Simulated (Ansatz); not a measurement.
**Varying the input for Si**

All trials start from this Ansatz input:

```yaml
crystal:
  lattice:
    - [0.0, 2.7218511865, 2.7218511865]
    - [2.7218511865, 0.0, 2.7218511865]
    - [2.7218511865, 2.7218511865, 0.0]
  atoms:
    - { symbol: Si, position: [0.25, 0.25, 0.25] }
    - { symbol: Si, position: [0.0, 0.0, 0.0] }
basis:
  ecutwfc: 420
kpoints:
  mp_grid: { grid: [8, 8, 8] }
hamiltonian:
  xc: pbe
scf:
  occupations: { method: gaussian, width: 0.1 }
output:
  forces: true
  stress: true
  eigenvalues: true
```

Command:

```bash
ansatz run input.yaml --threads 1 --pin off --max-ram 1331MiB --backend cpu --events-out ev --progress --plain --runs-dir out
```

The run converges in 6 SCF iterations on 29 irreducible k-points: pressure 1.34 GPa, gap on the sampled k-points 0.63 eV. Time: 1.3 s on 1 thread of Arm Neoverse N1, on a shared host, peak memory 0.27 GiB.

Settings here are deliberately varied, not converged. Each trial's input is given as a difference from the reference's; energies are extrapolated to zero smearing where there is one, and pressure is positive in compression. Charged cells sit in a uniform background, and their pressures hang on that convention.

Trial 1:

```diff
 kpoints:
-  mp_grid: { grid: [8, 8, 8] }
+  mp_grid: { grid: [6, 6, 6], shift: [0.57, 0.54, 0.02] }
```

What happens?

The run converges in 6 SCF iterations on 216 irreducible k-points: energy 5.48 meV per atom below the reference, pressure 1.32 GPa, gap on the sampled k-points 0.70 eV. It took 7.1 s. It warns that the mesh lowers the symmetry.

Trial 2 (volume scaled):

```diff
 crystal:
   lattice:
-    - [0.0, 2.7218511865, 2.7218511865]
-    - [2.7218511865, 0.0, 2.7218511865]
-    - [2.7218511865, 2.7218511865, 0.0]
+    - [0.0, 2.456368334, 2.456368334]
+    - [2.456368334, 0.0, 2.456368334]
+    - [2.456368334, 2.456368334, 0.0]
+  symmetry: { detect: false }
+total_charge: 1
 scf:
-  occupations: { method: gaussian, width: 0.1 }
+  occupations: { method: cold }
+  convergence: { dr2_threshold: "1e-5 eV" }
```

What happens?

The run converges in 4 SCF iterations on 260 irreducible k-points: pressure 77.39 GPa (with the neutralising background of the charged cell), no gap. It took 9.9 s. It warns that the SCF threshold is loose for the forces; that the SCF threshold is loose for the stress.

Trial 3:

```diff
 basis:
-  ecutwfc: 420
+  ecutwfc: 410
 kpoints:
-  mp_grid: { grid: [8, 8, 8] }
+  mp_grid: { grid: [4, 4, 4] }
```

How does this run end?

The run converges in 6 SCF iterations on 8 irreducible k-points: energy 91.7 meV per atom above the reference, pressure 1.95 GPa, gap on the sampled k-points 0.71 eV. It took 0.65 s. It warns that the cutoff lies under the recommended one, 420 eV for these potentials.

Trial 4:

```diff
 hamiltonian:
-  xc: pbe
+  xc: lda
 scf:
+  n_extra_bands: 0
+  max_iter: 100
```

How does this run end?

The program refuses the input:

```text
Error: inconsistent input (scf.n_extra_bands, scf.occupations.method): n_bands = 4 leaves no empty band above the 4 bands per channel that the deck's 8 electrons occupy, and the occupations search for the Fermi level (a smearing at a finite width, or tetrahedra): a level found among occupied bands alone can fill a metal as an insulator …
```

Next try, with these keys changed back:

```diff
 scf:
-  n_extra_bands: 0
```

The run converges in 6 SCF iterations on 29 irreducible k-points: pressure -2.11 GPa, gap on the sampled k-points 0.53 eV. It took 1.2 s.

Trial 5 (strained):

```diff
 crystal:
   lattice:
-    - [0.0, 2.7218511865, 2.7218511865]
-    - [2.7218511865, 0.0, 2.7218511865]
-    - [2.7218511865, 2.7218511865, 0.0]
+    - [0.1971576021, 2.773708061, 2.9802270874]
+    - [2.829035776, 0.1334160237, 3.0439686659]
+    - [2.8227889134, 2.8312027768, 0.1396628863]
 kpoints:
-  mp_grid: { grid: [8, 8, 8] }
+  mp_grid: { kspacing: 1.3 }
 hamiltonian:
+  dispersion: d3bjatm
```

How does this run end?

The run converges in 7 SCF iterations on 8 irreducible k-points: pressure -0.25 GPa, largest force 1.074 eV/Å. It took 0.97 s.

Trial 6 (one atom moved):

```diff
 crystal:
   atoms:
-    - { symbol: Si, position: [0.25, 0.25, 0.25] }
+    - { symbol: Si, position: [0.2867397015, 0.2867397015, 0.2132602985] }
 kpoints:
-  mp_grid: { grid: [8, 8, 8] }
+  mp_grid: { grid: [1, 5, 3], shift: [0, 0, 0.5] }
```

How does this run end?

The run converges in 6 SCF iterations on 8 irreducible k-points: energy 1.45 eV per atom above the reference, pressure 10.73 GPa, largest force 3.069 eV/Å, gap on the sampled k-points 0.72 eV. It took 0.72 s. It warns that the mesh lowers the symmetry.

Trial 7:

```diff
 basis:
-  ecutwfc: 420
+  ecutwfc: "27 Ry"
 hamiltonian:
-  xc: pbe
+  xc: pw92
```

How does this run end?

The run converges in 6 SCF iterations on 29 irreducible k-points: pressure -2.11 GPa, gap on the sampled k-points 0.53 eV. It took 0.95 s. It warns that the cutoff lies under the recommended one, 420 eV for these potentials.

Trial 8:

```diff
 kpoints:
-  mp_grid: { grid: [8, 8, 8] }
+  mp_grid: { grid: [4, 4, 4] }
 hamiltonian:
-  xc: pbe
+  xc: revpbe
 scf:
+  mixing: { algorithm: anderson, preconditioner: kerker, q_tf: 1.1 }
+  max_iter: 56
 output:
+  optics: { e_range: [0, 10], sigma: 0.2 }
```

How does this run end?

The run converges in 8 SCF iterations on 8 irreducible k-points: pressure 3.16 GPa, gap on the sampled k-points 0.76 eV. It took 3.6 s.

Trial 9:

```diff
 basis:
-  ecutwfc: 420
+  ecutwfc: "35 Ry"
 kpoints:
-  mp_grid: { grid: [8, 8, 8] }
+  mp_grid: { grid: [1, 5, 3] }
 hamiltonian:
+  dispersion: d3bj
 scf:
+  algorithm: density_mixing
+  max_iter: 98
```

How does this run end?

The run converges in 6 SCF iterations on 8 irreducible k-points: pressure 7.11 GPa, largest force 0.049 eV/Å, gap on the sampled k-points 0.75 eV. It took 0.72 s. It warns that the mesh lowers the symmetry.

Trial 10:

```diff
 crystal:
   atoms:
-    - { symbol: Si, position: [0.0, 0.0, 0.0] }
+    - { symbol: Si, position: [0.0, 0.0, 0.0], spin: -5.0 }
 scf:
+  lower_state_search: "off"
+  eigensolver: { mixed_precision: false }
+  max_iter: 69
 output:
-  eigenvalues: true
+  eigenvalues: false
+  populations: true
+magnetization:
+  spin_polarized: false
+accuracy: low
```

How does this run end?

The program refuses the input:

```text
Error: inconsistent input (magnetization.spin_polarized): false but per-atom `spin:`, `per_species`, `initial_magnetization`, `magnetic_field`, or `spin_locking` is set
```

Next try, with these keys changed back:

```diff
 crystal:
   atoms:
-    - { symbol: Si, position: [0.0, 0.0, 0.0], spin: -5.0 }
+    - { symbol: Si, position: [0.0, 0.0, 0.0] }
 scf:
-  lower_state_search: "off"
 output:
-  populations: true
-magnetization:
-  spin_polarized: false
```

The run converges in 6 SCF iterations on 29 irreducible k-points: the reference's energy to 0.01 meV per atom, pressure 1.34 GPa. It took 1.4 s.